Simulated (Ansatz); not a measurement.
# ZnO: the gap against volume

ZnO, P6_3mc, a = 3.279 Å, c = 5.293 Å. Ansatz: PBE, PAW, 420 eV, Γ-centred 12×12×6 mesh on 4 atoms, Gaussian smearing 0.02 eV; no spin polarisation. Shape and atoms are relaxed at each volume; x = ln(V/V0) with V0 = 12.326 Å³/atom. The gap is read at the mesh points alone.

| x | gap y (eV) |
| --- | --- |
| -0.0619 | 0.833 |
| -0.0305 | 0.787 |
| 0.0000 | ? |
| 0.0296 | 0.700 |
| 0.0583 | 0.656 |

Problem. Fit a straight line to the other rows, give the volume deformation potential of the gap and its pressure coefficient, and predict the missing gap. B0 = 128.9 GPa.

Solution. Means x = -0.001125, y = 0.74400; Σ(Δx)² = 0.009032, ΣΔxΔy = -0.01325; the slope is their ratio. y = 0.7423 − 1.467 x. The slope is the deformation potential a = dE_g/d ln V = -1.47 eV, and dE_g/dP = −a/B0 = 11.4 meV/GPa. At x = 0.0000 the fit asked for gives 0.742 eV. The run gave 0.744 eV, so the fit is 0.002 eV too low, a small miss on the scale of the series.

Semilocal functionals give gaps under the measured ones; where shallow d states of Zn, Cd, Cu or Ag mix into an O valence top, changes of the gap are off too.